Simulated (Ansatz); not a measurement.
# MgS: convergence with LAPW's basis error target

How much do the results for MgS depend on LAPW's basis error target?

Method: DFT, PBE, all-electron LAPW, scalar-relativistic, in Ansatz 0.2.0.

## Step 1: The starting structure

It takes space group Fm-3m (No. 225, cubic). The conventional cell has a = 5.203 Å, b = 5.203 Å, c = 5.203 Å, α = 90.00°, β = 90.00°, γ = 90.00°. Mg (site symmetry m-3m) has 6 S at 2.60 Å as nearest neighbours. Around S (site symmetry m-3m) lie 6 Mg at 2.60 Å.

Structure file:

```
CELL_PARAMETERS angstrom
0.00000 2.60165 2.60165
2.60165 0.00000 2.60165
2.60165 2.60165 0.00000
ATOMIC_POSITIONS crystal
Mg 0.00000 0.00000 0.00000
S 0.50000 0.50000 0.50000
```

The cell comes from a crystallographic database entry that wasn't checked; take it as a given geometry, which may be far from equilibrium.

Atoms are numbered in the order of the input: Mg1, S2.

## Step 2: With basis error target 0.03 eV/atom

Contents of input.yaml:

```yaml
crystal:
  lattice:
    - [0.0, 2.60165, 2.60165]
    - [2.60165, 0.0, 2.60165]
    - [2.60165, 2.60165, 0.0]
  atoms:
    - { symbol: Mg, position: [0.0, 0.0, 0.0] }
    - { symbol: S, position: [0.5, 0.5, 0.5] }
kpoints:
  mp_grid: { grid: [10, 10, 10] }
scf:
  occupations: { method: fermi_dirac, width: 0.03 }
hamiltonian:
  xc: pbe
  pseudopotentials: { kind: all_electron, lapw: { basis_error: 0.03 } }
output:
  forces: true
  stress: true
  eigenvalues: true
```

The run is started by

```bash
> ansatz run input.yaml --threads 1 --pin off --max-ram 2048MiB --backend cpu --events-out ev --progress --plain --runs-dir out
```

## Step 3: With basis error target 0.01 eV/atom

Changes to input.yaml since step 2:

```diff
@@ -14,3 +14,3 @@
   xc: pbe
-  pseudopotentials: { kind: all_electron, lapw: { basis_error: 0.03 } }
+  pseudopotentials: { kind: all_electron, lapw: { basis_error: 0.01 } }
 output:
```

## Step 4: With basis error target 0.003 eV/atom

Changes to input.yaml since step 3:

```diff
@@ -14,3 +14,3 @@
   xc: pbe
-  pseudopotentials: { kind: all_electron, lapw: { basis_error: 0.01 } }
+  pseudopotentials: { kind: all_electron, lapw: { basis_error: 0.003 } }
 output:
```

## Step 5: With basis error target 0.0001 eV/atom

Changes to input.yaml since step 4:

```diff
@@ -14,3 +14,3 @@
   xc: pbe
-  pseudopotentials: { kind: all_electron, lapw: { basis_error: 0.003 } }
+  pseudopotentials: { kind: all_electron, lapw: { basis_error: 0.0001 } }
 output:
```

(Steps that only read results are left out.)

Q: Predict the outcome of this session. Wanted: energy error of the loosest run; pressure, lowest to highest; gap, in all runs.

**Answer**, as computed:

```
                              quantity                     value
energy error of the loosest run (LAPW)              9.5 meV/atom
                within 1 meV/atom from  basis error target 0.003
    pressure, lowest to highest (LAPW)          1.15 to 1.22 GPa
               gap, in all runs (LAPW)                   2.79 eV
```

In words: At the loosest setting in the table the energy misses the tightest run by 9.5 meV/atom; from basis error target 0.003 on, all lie within 1 meV/atom of it. The energy falls at every step, as a growing basis should make it. The pressure spans 0.07 GPa (LAPW). The tightest run took 9.5 s against 3.4 s for the loosest.

These are semilocal Kohn-Sham gaps, which aren't the measured quantity. Such gaps usually fall short of the measured ones.
